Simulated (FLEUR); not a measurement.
Runs of FLEUR MaX-R8.1 (later development tree) on KCl (Sylvite). It takes space group Fm-3m (No. 225, cubic). The conventional cell has a = 6.293 Å, b = 6.293 Å, c = 6.293 Å, α = 90.00°, β = 90.00°, γ = 90.00°. K (site symmetry m-3m) is surrounded by 6 Cl at 3.15 Å. Around Cl (site symmetry m-3m) lie 6 K at 3.15 Å. 

```csv
task,level,muffin-tin radii,max iterations,mixing factor,mixer,mixer history,gap on the mesh (eV),V0 of scaled cells (Å³/atom),B0 (GPa)
equation of state,Wu-Cohen GGA,"K 2.66, Cl 2.5 bohr",-,-,-,-,-,(a),17
equation of state,r2SCAN,"K 2.66, Cl 2.5 bohr",-,-,-,-,-,31.26,(b)
band structure,Wu-Cohen GGA,"K 2.66, Cl 2.66 bohr",60,0.05,Anderson,15,5.12,-,-
band structure,r2SCAN,"K 2.66, Cl 2.66 bohr",60,0.05,Anderson,15,5.70,-,-
```

Alike in all rows: potentials or basis all-electron, FLAPW; no spin polarisation; cell as given; k mesh 7 × 7 × 7; smearing fermi-dirac 0.05 eV; kmax 4.1 1/bohr.

Task: Estimate the missing entries.

Result: (a) 30.73; (b) 19.

Caveats: the meta-GGA is that of a development version, with a GGA for the radial functions and cores and without core tails (some runs).

